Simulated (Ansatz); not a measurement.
# C28N: the cost of one run

Method: DFT PBE, scalar-relativistic, plane waves, PAW, in Ansatz 0.2.0.

2 further runs of the same task are left out: 2 set aside as unsound or not needed.

### 1 Starting point

The structure is trigonal, space group R-3m (No. 166). Conventional cell: a = 2.467 Å, b = 2.467 Å, c = 25.727 Å, α = 90.00°, β = 90.00°, γ = 120.00°. Around C (site symmetry 3m) lie 3 C at 1.42 Å.

Structure file:

```
CELL_PARAMETERS angstrom
1.23326 0.71202 8.57567
-1.23326 0.71202 8.57567
0.00000 -1.42404 8.57567
ATOMIC_POSITIONS crystal
C 0.91756 0.91756 0.91756
C 0.25089 0.25089 0.25089
C 0.74911 0.74911 0.74911
C 0.08244 0.08244 0.08244
```

It goes back to an entry of the Materials Project, which need not be the stable form.

This cell was relaxed beforehand with the same method: volume 11.30 Å³/atom, gap on the mesh 0.07 eV.

### 2 The defect cell, relaxed

The supercell's rows are 2 -3 1; -1 -2 3; 0 -2 1 in vectors of the relaxed cell. Atom 29 is the N that will move.

File input.yaml:

```yaml
crystal:
  lattice:
    - [6.1662906811, -2.1360657508, 0.0]
    - [1.2332581362, -6.4081972523, 0.0]
    - [2.4665162724, -2.8480876677, -8.5756693636]
  atoms:
    - { symbol: C, position: [0.346133409, 0.7747048376, 0.2473140586] }
    - { symbol: C, position: [0.2032762662, 0.4889905519, 0.2473140586] }
    - { symbol: C, position: [0.0604191233, 0.2032762662, 0.2473140586] }
    - { symbol: C, position: [0.9175619805, 0.9175619805, 0.2473140586] }
    - { symbol: C, position: [0.7747048376, 0.6318476947, 0.2473140586] }
    - { symbol: C, position: [0.6318476947, 0.346133409, 0.2473140586] }
    - { symbol: C, position: [0.4889905519, 0.0604191233, 0.2473140586] }
    - { symbol: C, position: [0.6794633324, 0.1080347609, 0.2473242886] }
    - { symbol: C, position: [0.5366061895, 0.8223204752, 0.2473242886] }
    - { symbol: C, position: [0.3937490466, 0.5366061895, 0.2473242886] }
    - { symbol: C, position: [0.2508919038, 0.2508919038, 0.2473242886] }
    - { symbol: C, position: [0.1080347609, 0.9651776181, 0.2473242886] }
    - { symbol: C, position: [0.9651776181, 0.6794633324, 0.2473242886] }
    - { symbol: C, position: [0.8223204752, 0.3937490466, 0.2473242886] }
    - { symbol: C, position: [0.1776795248, 0.6062509534, 0.7526757114] }
    - { symbol: C, position: [0.0348223819, 0.3205366676, 0.7526757114] }
    - { symbol: C, position: [0.8919652391, 0.0348223819, 0.7526757114] }
    - { symbol: C, position: [0.7491080962, 0.7491080962, 0.7526757114] }
    - { symbol: C, position: [0.6062509534, 0.4633938105, 0.7526757114] }
    - { symbol: C, position: [0.4633938105, 0.1776795248, 0.7526757114] }
    - { symbol: C, position: [0.3205366676, 0.8919652391, 0.7526757114] }
    - { symbol: C, position: [0.5110094481, 0.9395808767, 0.7526859414] }
    - { symbol: C, position: [0.3681523053, 0.653866591, 0.7526859414] }
    - { symbol: C, position: [0.2252951624, 0.3681523053, 0.7526859414] }
    - { symbol: C, position: [0.0824380195, 0.0824380195, 0.7526859414] }
    - { symbol: C, position: [0.9395808767, 0.7967237338, 0.7526859414] }
    - { symbol: C, position: [0.7967237338, 0.5110094481, 0.7526859414] }
    - { symbol: C, position: [0.653866591, 0.2252951624, 0.7526859414] }
    - { symbol: "N", position: [0.4959954187, 0.4942962094, 0.5040714688] }
basis:
  ecutwfc: 420
  xc_grid: 2
kpoints:
  mp_grid: { grid: [4, 4, 4], shift: [0.0, 0.0, 0.0] }
hamiltonian:
  xc: pbe
scf:
  occupations: { method: gaussian, width: 0.1 }
output:
  forces: true
  stress: false
  eigenvalues: true
  write_density: true
  write_potential: true
  elf: true
  volumetric_format: npy
relax:
  adjacent_minimum: "off"
  f_tol: 0.02
  max_steps: 60
```

Started as:

```
> ansatz run input.yaml --threads 4 --pin off --max-ram 10240MiB --backend cpu --events-out ev --progress --plain --runs-dir out
```

What time and memory should one allow on 4 threads of Arm Neoverse V1, shared host?

About 8.8 min, with a peak of 1.4 GiB.
